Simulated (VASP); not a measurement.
# P (P2/m) in VASP: equation of state, part 2 of 2

VASP 6.6.1. Earlier steps stand in the parts before.

## (7) Equation of state, PBE, 15.21 Å³/atom (volume scaled by 1.06)

The input, INCAR:

```
SYSTEM = P
  PREC = Accurate
  ENCUT = 520
  EDIFF = 1E-7
  ISMEAR = -1
  SIGMA = 0.05
  LREAL = .FALSE.
  LASPH = .TRUE.
  NELM = 60
  ALGO = Normal
  ISIF = 2
  LWAVE = .FALSE.
  LCHARG = .FALSE.
  GGA = PE
  NBANDS = 12
```

The input, KPOINTS:

```
Automatic mesh
0
G
  11 11 6
  0 0 0
```

The input, POSCAR:

```
P
1.0
    2.4722492065      0.0000000000      0.0000000000
    0.0000000000      2.4863617010      0.0000000000
   -0.0207128871      0.0000000000      4.9476028029
P
2
Direct
    0.0000000300      0.0000000000      0.7494253600
    0.9999999700      0.0000000000      0.2505746400
```

Potentials or basis: VASP PAW PBE potentials, release 64 (P).

The run is started by

```console
cat potpaw_PBE.64/P/POTCAR > POTCAR
mpirun -np 1 vasp_std > vasp.out
```

OUTCAR:

```text
SYSTEM = P
   PREC = Accurate
   ENCUT = 520
   EDIFF = 1E-7
   ISMEAR = -1
   LREAL = .FALSE.
   LASPH = .TRUE.
   NELM = 60
   ISIF = 2
   GGA = PE

 Found    204 irreducible k-points:

 Following reciprocal coordinates:
            Coordinates               Weight
  0.000000  0.000000  0.000000      1.000000
  0.090909  0.000000 -0.000000      2.000000
  0.181818  0.000000  0.000000      2.000000
  0.272727  0.000000  0.000000      2.000000
  0.363636  0.000000 -0.000000      2.000000
  0.454545  0.000000  0.000000      2.000000
   k-points           NKPTS =    204   k-points in BZ     NKDIM =    204   number of bands    NBANDS=     12
   number of dos      NEDOS =    301   number of ions     NIONS =      2
   total plane-waves  NPLWV =  12960
   dimension x,y,z NGX =    18 NGY =   18 NGZ =   40
   dimension x,y,z NGXF=    36 NGYF=   36 NGZF=   80
   ions per type =               2
   NGX,Y,Z   is equivalent  to a cutoff of  12.10, 12.04, 13.44 a.u.
   NGXF,Y,Z  is equivalent  to a cutoff of  24.21, 24.07, 26.88 a.u.
 SYSTEM =  P
   PREC   = accura    normal or accurate (medium, high low for compatibility)
   ISTART =      0    job   : 0-new  1-cont  2-samecut
   ICHARG =      2    charge: 1-file 2-atom 10-const
   ISPIN  =      1    spin polarized calculation?
   LNONCOLLINEAR =      F non collinear calculations
   LSORBIT =      F    spin-orbit coupling
   LASPH  =      T    aspherical Exc in radial PAW
   ENCUT  =  520.0 eV  38.22 Ry    6.18 a.u.   4.60  4.62  9.20*2*pi/ulx,y,z
   NELM   =     60;   NELMIN=  2; NELMDL= -5     # of ELM steps
   EDIFF  = 0.1E-06   stopping-criterion for ELM
   LREAL  =      F    real-space projection
   EDIFFG = 0.1E-05   stopping-criterion for IOM
   NSW    =      0    number of steps for IOM
   IBRION =     -1    ionic relax: 0-MD 1-quasi-New 2-CG
   NFREE  =      0    steps in history (QN), initial steepest desc. (CG)
   ISIF   =      2    stress and relaxation
   ISYM   =      2    0-nonsym 1-usesym 2-fastsym
   POTIM  = 0.5000    time-step for ionic-motion
   TEBEG  =    0.0;   TEEND  =   0.0 temperature during run
   PSTRESS=    0.0 pullay stress
   NELECT =      10.0000    total number of electrons
   NUPDOWN=      -1.0000    fix difference up-down
   EMIN   =  10.00;   EMAX   =-10.00  energy-range for DOS
   EFERMI =   0.00;   METHOD = LEGACY
   ISMEAR =    -1;   SIGMA  =   0.05  broadening in eV -4-tet -1-fermi 0-gaus
   EFERMI_NEDOS =   21; number of points for ismear=-14 and -15
   IALGO  =     38    algorithm
   IMIX   =      4    mixing-type and parameters
     AMIX     =   0.40;   BMIX     =  1.00
     AMIX_MAG =   1.60;   BMIX_MAG =  1.00
  volume/ion in A,a.u.               =      15.21       102.62
  Fermi-wavevector in a.u.,A,eV,Ry     =   1.129946  2.135288 17.371620  1.276778
  Thomas-Fermi vector in A             =   2.266641
   LORBIT       =      0    0 simple, 1 ext, 2 COOP (PROOUT), +10 PAW based schemes
   GGA     = PE    functional components
   LHFCALC =     F    Hartree Fock is set to
   AEXX    =    0.0000 exact exchange contribution
   IVDW    =     0    specifies the selected vdW correction
   LEPSILON=     F    determine dielectric tensor
   LRPA    =     F    only Hartree local field effects (RPA)
 non-spin polarized calculation
  energy-cutoff  :      520.00
  volume of cell :       30.41
 maximum number of plane-waves:       840
   NGX =  9   NGY =  9   NGZ = 19

 number of electron      10.0000003 magnetization

 Free energy of the ion-electron system (eV)
  ---------------------------------------------------
  ext. energy  EPLUGINS =         0.00000000
  ---------------------------------------------------
  free energy    TOTEN  =       -10.50687504 eV

  energy without entropy =      -10.49983023  energy(sigma->0) =      -10.50335264

 E-fermi :   8.9310     XC(G=0): -11.0877

 val. band max:        8.9271782612   @ k =   0.0909   0.0000   0.3333
 cond. band min:       8.9336202713   @ k =   0.0000   0.0909   0.3333
 fundamental gap:      0.0064420100
 Fermi energy:         8.9309865117

 k-point     1 :       0.0000    0.0000    0.0000
  band No.  band energies     occupation
      1      -7.0306      2.00000
      2      -2.8958      2.00000
      3       0.7292      2.00000
      4      13.6795      0.00000
      5      13.8692      0.00000
      6      13.9133      0.00000
      7      15.8691      0.00000
      8      15.9280      0.00000
      9      16.3471      0.00000
     10      16.5678      0.00000
     11      18.3846      0.00000
     12      22.8638      0.00000

 k-point     2 :       0.0909    0.0000   -0.0000
  band No.  band energies     occupation
      1      -6.8478      2.00000
      2      -2.7118      2.00000
      3       0.8944      2.00000
      4      11.4563      0.00000
      5      13.8223      0.00000
      6      14.0178      0.00000
      7      14.4385      0.00000
      8      16.0227      0.00000
      9      16.4805      0.00000
     10      18.1039      0.00000
     11      20.1096      0.00000
     12      20.7372      0.00000

 k-point     3 :       0.1818    0.0000    0.0000
  band No.  band energies     occupation
      1      -6.3044      2.00000
      2      -2.1635      2.00000
      3       1.3803      2.00000
      4       8.3323      1.99999
      5      11.5755      0.00000
      6      14.2398      0.00000
      7      14.4342      0.00000
      8      16.4442      0.00000
      9      16.8700      0.00000
     10      17.4369      0.00000
     11      20.2302      0.00000
     12      21.8580      0.00000

 k-point     4 :       0.2727    0.0000    0.0000
  band No.  band energies     occupation
      1      -5.4210      2.00000
      2      -1.2644      2.00000
      3       2.1478      2.00000
      4       5.4252      2.00000
      5       8.8250      1.78547
      6      14.4662      0.00000
      7      14.8893      0.00000
      8      15.0820      0.00000
      9      17.0800      0.00000
     10      17.4733      0.00000
     11      21.7723      0.00000
     12      23.2387      0.00000

 k-point     5 :       0.3636    0.0000   -0.0000
  band No.  band energies     occupation
      1      -4.2632      2.00000
      2      -0.0549      2.00000
      3       2.8924      2.00000
      4       3.0840      2.00000
      5       6.3456      2.00000
      6      12.0403      0.00000
      7      15.6566      0.00000
      8      15.8472      0.00000
      9      17.7888      0.00000
     10      18.1795      0.00000
     11      23.2662      0.00000
     12      24.5127      0.00000

 k-point     6 :       0.4545    0.0000    0.0000
  band No.  band energies     occupation
      1      -3.1213      2.00000
      2       1.0573      2.00000
      3       1.2586      2.00000
      4       3.8571      2.00000
      5       4.3905      2.00000
      6      10.5158      0.00000
      7      16.2575      0.00000
      8      16.4465      0.00000
      9      18.2991      0.00000
     10      18.7241      0.00000
     11      23.2668      0.00000
     12      23.4451      0.00000

 [... further k-points ...]

------------------------ aborting loop because EDIFF is reached ----------------------------------------

  FORCE on cell =-STRESS in cart. coord.  units (eV):
  Direction    XX          YY          ZZ          XY          YZ          ZX
  --------------------------------------------------------------------------------------
  -------------------------------------------------------------------------------------
  Total       -0.4524204     -0.6584188     -1.0839915      0.0000000      0.0000000      0.0457292
  in kB      -23.8342451    -34.6865762    -57.1064372      0.0000000      0.0000000      2.4090862
  external PRESSURE =     -38.5424195 kB  Pullay stress =       0.0000000 kB

 VOLUME and BASIS-vectors are now :
 -----------------------------------------------------------------------------
  energy-cutoff  :      520.00
  volume of cell :       30.41
      direct lattice vectors                 reciprocal lattice vectors
     2.472249206  0.000000000  0.000000000     0.404489967  0.000000000  0.001693377
     0.000000000  2.486361701  0.000000000     0.000000000  0.402194097  0.000000000
    -0.020712887  0.000000000  4.947602803     0.000000000  0.000000000  0.202118084

 POSITION                                       TOTAL-FORCE (eV/Angst)
 -----------------------------------------------------------------------------------
     -0.01552      0.00000      3.70786         0.000189      0.000000     -0.001272
      2.46706      0.00000      1.23974        -0.000189      0.000000      0.001272
 -----------------------------------------------------------------------------------
    total drift:                               -0.000000      0.000000     -0.000000

  FREE ENERGIE OF THE ION-ELECTRON SYSTEM (eV)
  ---------------------------------------------------
  free  energy   TOTEN  =       -10.5068750446 eV

  energy  without entropy=      -10.4998302298  energy(sigma->0) =      -10.50335264
```

OSZICAR:

```text
N       E                     dE             d eps       ncg     rms          rms(c)
DAV:   1     0.176531778923E+02    0.17653E+02   -0.43964E+03  4896   0.718E+02
DAV:   2    -0.949829452434E+01   -0.27151E+02   -0.25798E+02  6588   0.109E+02
DAV:   3    -0.104921004120E+02   -0.99381E+00   -0.98276E+00  6304   0.193E+01
DAV:   4    -0.104980641655E+02   -0.59638E-02   -0.59620E-02  5888   0.182E+00
DAV:   5    -0.104981070136E+02   -0.42848E-04   -0.42847E-04  6208   0.147E-01    0.607E+00
DAV:   6    -0.105029571085E+02   -0.48501E-02   -0.11226E-03  5764   0.292E-01    0.358E+00
DAV:   7    -0.105066371192E+02   -0.36800E-02   -0.32323E-03  5632   0.475E-01    0.116E-01
DAV:   8    -0.105068551369E+02   -0.21802E-03   -0.19196E-04  5928   0.102E-01    0.208E-02
DAV:   9    -0.105068743006E+02   -0.19164E-04   -0.16938E-05  5844   0.297E-02    0.482E-03
DAV:  10    -0.105068750339E+02   -0.73327E-06   -0.88092E-07  6020   0.653E-03    0.218E-03
DAV:  11    -0.105068750446E+02   -0.10719E-07   -0.32481E-07  5660   0.387E-03
   1 F= -.10506875E+02 E0= -.10503353E+02  d E =-.704481E-02
```

Wall time 25 s (1 thread of Intel Xeon Platinum 8488C (Sapphire Rapids), shared host); peak memory 0.17 GiB.

What came out:

```
Free energy            : -10.5069 eV
Pressure               : -3.9 GPa
Band gap on the k mesh : none (metal or under the smearing width)
```

## (8) Equation of state, PBE

This step only gathers the single runs of the series.

Results:

```
Equilibrium volume                        : 14.60 Å³/atom
Bulk modulus at fixed shape and positions : 107 GPa
Pressure derivative of the bulk modulus   : 5.5 (rough: it moves with the points fitted)
```

Energy against volume, from the lowest point:
```
volume (Å³/atom)  energy (meV/atom)
          13.485              33.68
          13.772              17.92
          14.059               7.15
          14.345               1.34
          14.632               0.00
          14.919               2.30
          15.206               7.61
```

Caveat: the cell was scaled at fixed shape and fractional positions, which overstates the stiffness of a crystal with free parameters, most of all of layers and chains.
